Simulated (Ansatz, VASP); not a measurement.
ZnS: VASP beside Ansatz

```xyz
4
Lattice="3.7348 0.0000 0.0000 -1.8674 3.3004 0.0000 0.0000 0.0000 6.2340" Properties=species:S:1:pos:R:3 pbc="T T T"
Zn    0.0000    2.2003    0.0000
Zn    1.8674    1.1001    3.1170
S     0.0000    2.2003    2.4001
S     1.8674    1.1001    5.5171
```

Change from the starting cell: strain -0.0200 x Voigt [1, 0, 0, 0, 0, 0], atoms carried along.

Alike in both runs: task single point; functional PBE; k mesh 12 × 12 × 6; occupations gaussian, width 0.05 eV; no spin polarisation.

```csv
,VASP,Ansatz
version,VASP 6.6.1,Ansatz 0.2.0
potentials or method,"VASP PAW PBE potentials, release 64 (Zn, S)","scalar-relativistic, plane waves, PAW"
plane-wave cutoff (eV),520,420
valence electrons in the cell,36,36
```

|  | VASP | Ansatz | Ansatz less VASP |
| --- | --- | --- | --- |
| gap on the k mesh at the Fermi level (eV) | 2.29 | 2.29 | -0.006 |
| least direct gap on the mesh (eV) | 2.29 | 2.29 | -0.006 |
| pressure (GPa) | 4.3 | 4.1 | -0.17 |
| largest component of the traceless stress (GPa) | 2.56 | 2.54 | -0.018 |
| rms of the force components (eV/Å) | 0.251 | 0.248 | -0.0027 |

Atom by atom the forces differ by 0.003 eV/Å (rms over components). The functional is the same, so the differences come from potentials, cutoffs and numerics.

A k mesh can miss the band edges.
